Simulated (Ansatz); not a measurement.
Crystal: Sn.

```
CELL_PARAMETERS angstrom
-1.72654 1.77555 2.33834
1.72654 -1.77555 2.33834
1.72654 1.77555 -2.33834
ATOMIC_POSITIONS crystal
Sn 0.00000 0.00000 0.00000
```

This isn't the form of Sn at room conditions, which is tetragonal (white tin).

| Item | Value |
| --- | --- |
| Program | Ansatz 0.2.0 |
| Task | single point |
| Functional | PBE |
| Potentials or basis | all-electron LAPW, scalar-relativistic |
| Cutoff | 155 eV (chosen from the basis error) |
| Basis error allowed | 0.001 eV/atom |
| k mesh | 11 × 11 × 11 |
| Occupations | fermi-dirac, width 0.05 eV |
| Spin | no spin polarisation |

On this cell: pressure -1.0 GPa; band gap on the k mesh none (metal or under the smearing width).

The same run follows on a disturbed copy (cell strained at random at fixed volume):

```
Sn
1.0
    -1.66577    1.76563    2.29581
     1.74442   -1.79906    2.37926
     1.68238    1.81521   -2.32119
Sn
1
Direct
  0.99505 0.98835 0.99670
```

What changes?

The energy (extrapolated to zero smearing) moves by +5.2 meV/atom; pressure -1.0 GPa; band gap on the k mesh none (metal or under the smearing width).

Stress tensor (GPa, compression positive):
```
-0.14 -0.02 -0.62
-0.02 -1.98  0.18
-0.62  0.18 -0.88
```
